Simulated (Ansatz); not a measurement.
# Σ5 (210) boundary in fcc Al with C (interstitial): structure and resistance, part 2 of 2

How much does the Σ5 (210) boundary in fcc Al with C (interstitial) reflect electrons?

Ansatz 0.2.0; Ansatz plane-wave DFT, PBE, PAW files; relaxation of a bicrystal slab with its lowest layers held (the session's first sound run).

So far. Step 2 (Relaxing the bicrystal): The largest force component on a free atom ends at 0.015 eV/Å, under the tolerance of 0.03, after 8 steps.

### Step 3. Transmission across the boundary

Bulk layers of each grain are laid under and over the relaxed boundary, and a lead is named in the middle of each, away from the free faces. The mesh across the current, 18×18, is finer than the density's, because channels open and close sharply across the zone. Energies from -0.1 to 0.1 eV in steps of 0.05 eV are too few for the program's thermal sum, so it prints no conductance; for a metal the transmission near the Fermi level serves, at a fraction of the cost.

This step: Ansatz plane-wave DFT, PBE, PAW files; ballistic transport by layer matching (Landauer), zero bias; boundary relaxed in a short slab, bulk layers laid on (Ansatz 0.2.0).

System of this step: Σ5 (210) boundary in fcc Al with C (interstitial). The cell holds 48 atoms: 47 Al and 1 C. Its edges and angles: a = 4.958 Å, b = 4.048 Å, c = 50.380 Å, α = 90.0°, β = 90.0°, γ = 65.9°. It derives from Al. Regions: lower grain, 19 atoms (19 Al); boundary, 14 atoms (13 Al and 1 C); upper grain, 15 atoms (15 Al). Vacuum lies along c.

File input.yaml:

```yaml
crystal:
  lattice:
    - [4.957730497, 0.0, 0.0]
    - [1.6525768323, 3.6952741352, 0.0]
    - [0.0, 0.0, 50.3798714877]
  atoms:
    - { symbol: Al, position: [-15.0, 7.5000000002, 0.0793967885] }
    - { symbol: Al, position: [-14.4, 7.2000000002, 0.0973633609] }
    - { symbol: Al, position: [-13.8, 6.9000000002, 0.1153299333] }
    - { symbol: Al, position: [-13.2, 6.6000000002, 0.1332965057] }
    - { symbol: Al, position: [-12.6, 6.3000000002, 0.1512630781] }
    - { symbol: Al, position: [-12.0, 6.0000000002, 0.1692296505] }
    - { symbol: Al, position: [-11.4, 5.7000000001, 0.1871962229] }
    - { symbol: Al, position: [-10.8, 5.4000000001, 0.2051627953] }
    - { symbol: Al, position: [-10.2, 5.1000000001, 0.2231293678] }
    - { symbol: Al, position: [-9.6, 4.8000000001, 0.2410959402] }
    - { symbol: Al, position: [-9.0, 4.5000000001, 0.2590625126] }
    - { symbol: Al, position: [-8.4, 4.2000000001, 0.277029085] }
    - { symbol: Al, position: [-7.8, 3.9000000001, 0.2949956574] }
    - { symbol: Al, position: [-7.2, 3.6000000001, 0.3129622298] }
    - { symbol: Al, position: [-6.6, 3.3000000001, 0.3309288022] }
    - { symbol: Al, position: [-6.0, 3.0, 0.3488953746] }
    - { symbol: Al, position: [-5.4, 2.7, 0.366861947] }
    - { symbol: Al, position: [-4.8, 2.4, 0.3848285194] }
    - { symbol: Al, position: [-4.2, 2.1, 0.4027950919] }
    - { symbol: Al, position: [0.4, 0.8, 0.4207616643] }
    - { symbol: Al, position: [1.0064481308, 0.4967759346, 0.4396924508] }
    - { symbol: Al, position: [0.6187936736, 0.1906031632, 0.4581522352] }
    - { symbol: Al, position: [0.2262958094, 0.8868520953, 0.4735906852] }
    - { symbol: Al, position: [0.8910352856, 0.5544823572, 0.4958356721] }
    - { symbol: Al, position: [0.4982068174, 0.2508965913, 0.5125870843] }
    - { symbol: Al, position: [0.1313780397, -0.0656890199, 0.5289183391] }
    - { symbol: C, position: [0.5747285638, 0.7126357181, 0.5245855161] }
    - { symbol: Al, position: [0.7784809075, 0.6107595463, 0.5598762592] }
    - { symbol: Al, position: [0.1501684023, 0.9249157988, 0.5811549979] }
    - { symbol: Al, position: [0.5562765408, 0.2218617296, 0.5962395593] }
    - { symbol: Al, position: [0.9614174275, 0.5192912863, 0.6153741048] }
    - { symbol: Al, position: [0.364527618, 0.817736191, 0.6336011693] }
    - { symbol: Al, position: [0.7643416743, 0.1178291629, 0.6511046254] }
    - { symbol: Al, position: [-4.8356583257, 2.4178291629, 0.6690711978] }
    - { symbol: Al, position: [-5.4356583257, 2.7178291629, 0.6870377702] }
    - { symbol: Al, position: [-6.0356583257, 3.0178291629, 0.7050043426] }
    - { symbol: Al, position: [-6.6356583257, 3.3178291629, 0.722970915] }
    - { symbol: Al, position: [-7.2356583257, 3.6178291629, 0.7409374874] }
    - { symbol: Al, position: [-7.8356583257, 3.9178291629, 0.7589040598] }
    - { symbol: Al, position: [-8.4356583258, 4.2178291629, 0.7768706322] }
    - { symbol: Al, position: [-9.0356583258, 4.517829163, 0.7948372047] }
    - { symbol: Al, position: [-9.6356583258, 4.817829163, 0.8128037771] }
    - { symbol: Al, position: [-10.2356583258, 5.117829163, 0.8307703495] }
    - { symbol: Al, position: [-10.8356583258, 5.417829163, 0.8487369219] }
    - { symbol: Al, position: [-11.4356583258, 5.717829163, 0.8667034943] }
    - { symbol: Al, position: [-12.0356583258, 6.017829163, 0.8846700667] }
    - { symbol: Al, position: [-12.6356583258, 6.317829163, 0.9026366391] }
    - { symbol: Al, position: [-13.2356583258, 6.617829163, 0.9206032115] }
kpoints:
  mp_grid: { grid: [7, 7, 1] }
hamiltonian:
  xc: pbe
scf:
  occupations: { method: fermi_dirac, width: 0.1 }
output:
  transmission:
    leads: [[10, 11], [39, 40]]
    kmesh: [18, 18]
    e_range: [-0.1, 0.1]
    de: 0.05
  write_potential: true
  write_density: true
  volumetric_format: npy
  elf: true
```

The run is started by

```console
> ansatz run input.yaml --threads 8 --pin off --max-ram 15360MiB --backend cpu --events-out ev --progress --plain --runs-dir out
```

Numbers of over 12 decimals in the logs are rounded to 6 here.

The log of the run:

```text
[...]
Crystal: 48 atoms, lattice volume = 922.968 Å³
Basis set: ecut = 420 eV, 18097 PW (Γ)
Bands: 121, of which v1, the nominal top of the filled ones, is band 73 counted from 1 (72 counted from 0)
Symmetry: 2 space group operations
[...]
k-points: 16 of 49 (time reversal used)
[...]
SCF iter   1: F=—  HF=-25509.882208 eV  |F-HF|=—  |Δ(HF+E_count)|=         —  Δρ=1.84e-3  dr2=5.02e0  ethr=1.77e-3  ⟨swp⟩=7.6  Hψ=10471  notcnv=0  defer=95
[...]
SCF iter   6: F=-25509.836658 eV  HF=-25509.836659 eV  |F-HF|=3.45e-8  |Δ(HF+E_count)|=   9.74e-8  Δρ=2.07e-6  dr2=9.06e-8  ethr=6.90e-11  ⟨swp⟩=21.2  Hψ=11029  notcnv=0
SCF 1 converged in 6 iterations: F = -25509.836658 eV  dr2 = 9.06e-8
[...]
transmission: 352 of 3458 steps passed
transmission: 704 of 3458 steps passed
[...]
transmission: 3458 of 3458 steps passed
WARN: The output density's exchange-correlation potential varies sharply where the density is thin. Do not read a vacuum level from v_tot or v_xc, or from such a field of the output density. On a cell that repeats whose density bears no net charge and no dipole along the vacuum's axis use v_es (v_loc + v_h of the components); under efield.dipole_correction with no amplitude use v_es + v_field, which holds any externa [...]
SCF converged after 6 iterations
Free energy (F): -25509.836658 eV
[...]
Internal energy: -25509.222386 eV  (E = F + TS)
E sigma→0 (E₀):  -25509.529522 eV
Entropy (-TS):   -0.614273 eV (-12.797 meV/atom)
Fermi energy:    6.133318 eV
[...]
--- Band table (eV; the first three rows and the last of 16) ---
  k-point 0: bands = [... 69 lower, 6.0753, 6.1225, 6.2853, 6.2946, 6.3561, 6.3563, 6.3803, 6.3928, ... 44 higher]
  k-point 1: bands = [... 69 lower, 5.3985, 5.5822, 5.6282, 5.6876, 5.7966, 5.9115, 6.0380, 6.0994, ... 44 higher]
  k-point 2: bands = [... 69 lower, 5.1664, 5.2297, 5.3883, 5.5997, 5.7038, 5.7103, 5.8685, 5.9316, ... 44 higher]
  k-point 15: bands = [... 69 lower, 6.9258, 6.9801, 7.2156, 7.2983, 7.4419, 7.4453, 7.6432, 7.7107, ... 44 higher]
--- Transmission ---
  basis      : 161 plane waves across, 38 finite elements along
  points     : 91, standing for a mesh of 18 x 18
  energies   : 5 from -0.100000 to 0.100000 eV about the Fermi level, 0.050000 eV apart; the leads are filled to 0.000000 eV, and channels, transmission and decay are at 0.000000 eV
  crystal 0  : Al3, at the sites [10, 11], period 2.7155 Å, over 18.10 Å; its Hamiltonian steps by up to 27.6 meV: too much for a lead, lay more layers or, if its atoms are ordered, name the step of that order
    offset         : up to 0.0000 Å between an atom of the period and one for which it stands
    channels       : 3.527778e0 a spin
    conductance    : none, the energies end too early or step too widely for 300 K: set another output.transmission.e_range or a lower de, or, where they end at an eighth of basis.ecutwfc, a higher one
[...]
channels       : 3.552469e0 a spin
[...]
junction   : crystal 0 to crystal 1, 12.84 to 37.12 Å
    transmission   : 1.538672e0 a spin
[...]
```

The job ended after 2.5 min (8 threads of Arm Neoverse V2, shared host; peak memory 4.8 GiB).

Numbers from this step:

```yaml
free_energy: -25509.8367 eV
energy_at_zero_smearing: -25509.5295 eV
fermi_energy: 6.133 eV
cell_area: 18.32 Å²
transmission_per_spin_nearest_the_fermi_level: 1.539
open_channels_per_spin_nearest_the_fermi_level: 3.528
open_channels_per_spin_upper_lead: 3.552
step_of_the_lead_s_potential: 27.6 meV
step_of_the_upper_lead_s_potential: 33.2 meV
```

Per spin. The transmission, zone mean by energy, zero at the Fermi level:

```
energy (eV)  transmission, zone mean
    -0.1000                     1.48
    -0.0500                     1.52
     0.0000                     1.54
     0.0500                     1.59
     0.1000                     1.62
```

Per spin. The open channels, zone mean by energy, zero at the Fermi level:

| energy (eV) | lead | upper lead |
| --- | --- | --- |
| -0.1000 | 3.43 | 3.44 |
| -0.0500 | 3.51 | 3.51 |
| 0.0000 | 3.53 | 3.55 |
| 0.0500 | 3.63 | 3.61 |
| 0.1000 | 3.65 | 3.65 |

Transmission over k1 and k2. At 0.0000 eV from the Fermi level.

Values, 12 rows by 16 columns, each cell a mean:
```
1.44 1.51 1.68 1.76 1.80 1.63 1.45 1.52 1.57 1.28 1.50 2.00 1.95 1.51 1.30 1.51
1.51 1.60 1.72 1.75 1.63 1.61 1.60 1.73 1.85 1.82 1.53 1.47 1.79 1.83 1.82 1.71
1.52 1.48 1.71 1.57 1.50 1.72 1.98 2.05 1.88 1.55 1.07 1.57 1.93 2.01 2.00 1.72
1.70 1.59 1.64 1.75 1.49 1.70 2.05 2.09 1.61 0.83 0.86 1.77 2.06 2.02 1.48 1.77
1.10 1.04 1.20 1.44 1.43 1.41 1.54 1.48 0.74 0.77 0.99 1.54 1.36 1.47 1.45 1.32
0.91 1.00 1.14 1.27 1.18 1.54 1.65 1.55 1.08 1.54 1.68 1.53 1.21 1.26 1.19 1.02
0.88 1.02 1.22 1.13 1.21 1.32 1.07 0.94 0.97 1.35 1.34 1.19 1.17 1.18 0.95 0.82
1.68 1.70 1.47 1.89 1.94 1.73 0.81 0.60 1.34 1.91 1.94 1.55 1.61 1.78 1.58 1.49
1.56 1.73 1.99 2.06 1.95 1.59 0.79 1.54 1.90 2.10 1.99 1.75 1.53 1.56 1.63 1.48
1.57 1.76 1.88 1.89 1.81 1.24 1.44 1.82 1.88 1.86 1.75 1.61 1.51 1.80 1.66 1.55
1.43 1.58 1.57 1.65 1.90 1.95 1.57 1.55 1.70 1.54 1.44 1.68 1.78 1.70 1.75 1.54
1.09 1.34 1.46 1.77 2.03 1.94 1.52 1.19 1.10 1.36 1.60 1.84 1.95 1.88 1.62 1.34
```
Columns: k1 (b1) from -0.5 to 0.444; rows upwards: k2 (b2) from -0.5 to 0.444.

Open channels over k1 and k2. At 0.0000 eV from the Fermi level.

Values, 12 rows by 16 columns, each cell a mean:
```
3.04 3.33 3.33 3.63 3.63 3.33 3.07 3.00 2.93 2.41 2.89 3.63 3.63 2.67 2.33 2.93
3.70 3.85 3.78 4.07 3.70 4.00 3.74 3.07 3.07 3.74 3.78 3.63 4.00 3.33 3.00 3.59
3.89 3.00 3.00 3.15 3.70 4.00 4.00 4.30 4.00 3.78 3.33 4.00 4.19 4.11 4.00 4.00
3.30 3.00 3.00 3.15 2.96 3.56 4.52 4.96 3.85 2.44 2.44 4.30 4.85 4.33 2.96 3.26
3.67 3.67 3.67 3.52 3.33 3.56 4.44 3.78 3.00 3.00 3.33 4.44 3.70 3.56 3.22 3.59
3.67 3.67 3.67 3.81 4.00 4.67 5.26 4.44 3.15 4.48 4.89 4.81 4.07 3.78 3.74 3.67
3.33 3.26 3.33 3.26 3.81 4.33 3.22 3.00 3.04 3.56 4.33 3.59 3.22 3.44 3.33 3.33
3.33 3.11 2.89 4.15 4.70 4.33 2.70 2.33 3.78 4.74 4.56 3.22 2.85 3.22 3.33 3.33
4.00 4.00 4.00 4.30 4.30 4.00 2.44 3.78 4.07 4.52 4.00 4.00 3.81 3.22 3.00 3.00
4.00 3.85 3.33 3.63 4.00 3.56 3.85 4.00 3.33 3.48 4.00 4.00 3.44 3.89 3.30 3.59
3.00 2.93 2.67 3.11 3.85 3.78 3.41 2.74 3.00 3.00 3.22 3.67 3.85 3.78 3.67 3.67
2.33 2.41 2.67 2.81 3.19 3.11 2.74 2.07 2.33 2.48 3.00 3.00 3.19 3.11 3.00 2.41
```
Columns: k1 (b1) from -0.5 to 0.444; rows upwards: k2 (b2) from -0.5 to 0.444.

ELF in the cb plane at fractional x = 0.575, with atoms of Al and C within 0.2 Å of it. It is the smooth field of the valence electrons, not physical close to the nuclei.

Values, 6 rows by 16 columns, each cell a mean:
```
0.36 0.58 0.60 0.60 0.50 0.49 0.40 0.51 0.74 0.54 0.48 0.57 0.44 0.61 0.58 0.59
0.10 0.45 0.53 0.50 0.40 0.32 0.31 0.57 0.39 0.75 0.48 0.43 0.28 0.61 0.51 0.53
0.28 0.57 0.58 0.60 0.48 0.45 0.37 0.52 0.72 0.60 0.48 0.54 0.40 0.61 0.57 0.58
0.45 0.55 0.61 0.53 0.52 0.45 0.60 0.40 0.57 0.27 0.41 0.60 0.40 0.58 0.60 0.60
0.27 0.48 0.58 0.46 0.30 0.19 0.76 0.26 0.16 0.15 0.35 0.35 0.19 0.55 0.51 0.55
0.40 0.53 0.61 0.51 0.48 0.39 0.65 0.37 0.49 0.22 0.39 0.56 0.34 0.57 0.58 0.60
```
Columns run along c (16.0 Å, from fractional 0.36 to 0.68 of the cell), rows up along b (4.0 Å). Atoms in or near the plane, at fractional coordinates: Al at (0.37, 0.70), Al at (0.46, 0.19), C at (0.52, 0.71), Al at (0.60, 0.22).

Electrostatic potential energy in the cb plane at fractional x = 0.575, with atoms of Al and C within 0.2 Å of it. With pseudopotentials it is smooth inside the atoms' cores, unlike the true potential.

Ten even steps from '0' (-13 eV) to '9' (8 eV), each cell a mean:
```
43468988778887789999876689988888777898888888
01027886446899999999971027866789999987668985
25305874214799999999840004753579999975457883
25316885224799999999850004754579999976457884
11137987556899999999973137876789999987678986
54578988788876678998766689988888666898888888
88898888899741126886312479999984112589876678
99998766899611303784011168999961241279864468
99998656898503522773032058999961362168852258
99998767899611203884010169999961131279864468
88888888899852137997422589999985212689877788
```
Columns run along c (16.0 Å, from fractional 0.36 to 0.68 of the cell; values clipped at the 3rd and 97th percentile), rows up along b (4.0 Å). Atoms in or near the plane, at fractional coordinates: Al at (0.37, 0.70), Al at (0.46, 0.19), C at (0.52, 0.71), Al at (0.60, 0.22).

Valence density in the cb plane at fractional x = 0.575, with atoms of Al and C within 0.2 Å of it. It is the smooth field of the valence electrons, not physical close to the nuclei.

Ten steps, logarithmic in the rise over the least value, from '0' (0.0 e/Å³) to '9' (1.7 e/Å³), each cell a mean:
```
54555445554444444444567765433444444444555445
43455445555444444334579987544444434445554445
31245444445443333334689998654444333445544445
32245444445443333334689998654444333445544445
44455445555444444434578987544444444445554445
54454445544444444444567765433444444444455445
44444555444454445444555553212345444544455554
43344554444443245555433442001344323444445554
33344554444442135555422332001344212444444554
43444554444443345555434442102344323444445554
44444555444454455444556653222345444544455554
```
Columns run along c (16.0 Å, from fractional 0.36 to 0.68 of the cell), rows up along b (4.0 Å). Atoms in or near the plane, at fractional coordinates: Al at (0.37, 0.70), Al at (0.46, 0.19), C at (0.52, 0.71), Al at (0.60, 0.22).

Over the solved energies the transmission per spin lies between 1.48 and 1.62, out of 3.55 channels of the lead on average (up to 3.65). The log calls the step of a lead's potential too much.

### Step 4. Specific resistance

This step: Ansatz plane-wave DFT, PBE, PAW files; ballistic transport by layer matching (Landauer), zero bias; specific resistance of the boundary (Ansatz 0.2.0).

Numbers from this step:

- area resistance: 0.8592 fΩ m²
- T over the leads' mean channel count: 0.4367

Averaged over the energies near the Fermi level, 43.7 % of the channels pass, which makes 0.859 fΩ m².

By hand, with T and the leads' channels N averaged over the energies near the Fermi level: RA = A (h/2e²)(1/T − ½[1/N₁ + 1/N₂]) = 18.32×10⁻²⁰ m² × 12 906 Ω × (1/1.550 − ½[1/3.549 + 1/3.55]) = 0.859 fΩ m².

### Step 5. What came out

- specific resistance of the boundary: 0.859 fΩ m²
- share of channels that pass: 0.437

What this shows: The boundary has a specific resistance of 0.86 fΩ m². The boundary reflects 56 % of the channels; 0.86 fΩ m² is 8.6×10⁻¹² Ω·cm². That equals the resistance of 31 nm of bulk Al at 300 K (measured 2.733 µΩ cm, CRC Handbook of Chemistry and Physics, 84th ed., 2003, Electrical Resistivity of Pure Metals). One C in 18.3 Å² of boundary is a high coverage. One starting structure was relaxed; another shift or atom count at the boundary may lie lower. A lead's potential steps by up to 33 meV from period to period, which the log calls too much, so longer leads could move the result.

[Logs are printed without paths, hosts, clocks, repeated set-up lines and the standing remarks that a program may print on its own settings, such as how far it seeks lower states.]

[Hosts, paths, dates, database ids (printed as entryN), source tags and the programs' standing remarks are cut or masked in the printed files.]
